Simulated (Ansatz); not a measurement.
Runs of Ansatz 0.2.0 on Sb. The cell holds a slab with vacuum, 6 atoms: a = 3.369 Å, b = 3.369 Å, c = 28.325 Å, α = 90.00°, β = 90.00°, γ = 120.00°. 

```tsv
level	cutoff (eV)	gap on the mesh (eV)	largest force (eV/Å)	work function (eV)
LDA	420	none	0.39	4.52
PBEsol	420	none	(a)	4.31
revPBE	420	none	0.32	4.11
r2SCAN	500	none	(b)	4.29
BLYP	420	none	0.29	3.99
```

Alike in all rows: task projected density of states; potentials or basis Ansatz PAW; no spin polarisation; cell the (0 0 1) slab of Sb, cut from the database cell, not relaxed; k mesh 9 × 9 × 1; smearing fermi-dirac 0.05 eV.

Estimate the missing entries.

(a) 0.33; (b) 0.38.

Caveats: the PAW data sets come from PBE, with cores solved anew for the run's functional, which leaves a small shift of forces and pressure.

A k mesh can miss the band edges, and the runs leave out spin-orbit coupling on Sb.

A gap of «none» marks a metal or a gap under the smearing width.

Runs at the PBE level aren't shown here.
